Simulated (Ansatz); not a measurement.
Co:

```
Co
1.0
     2.47200    0.00000    0.00000
    -1.23600    2.14081    0.00000
     0.00000    0.00000    4.02114
Co
2
Direct
  0.66667 0.33333 0.75000
  0.33333 0.66667 0.25000
```

Base run:

* Program: Ansatz 0.2.0
* Functional: PBE
* Potentials or basis: all-electron LAPW, scalar-relativistic
* Cutoff: 315 eV (chosen from the basis error)
* Basis error allowed: 0.001 eV/atom
* k mesh: 12 × 12 × 7
* Occupations: fermi-dirac, width 0.05 eV
* Spin: collinear spin, ferromagnetic start
* Starting moments: [1.0, 1.0] μB
* Fixed moment: 2 μB

Its results: pressure -2.8 GPa; site moments Co +1.04 μB.

The run is repeated on the same cell with these changes: fixed moment from 2 μB to 4.8 μB; moments at the start from [1.0, 1.0] to [2.4, 2.4]. What comes out?

Pressure 25.4 GPa; site moments Co +2.38 μB.

Caveats: the total moment is fixed, so each spin has its own Fermi level.
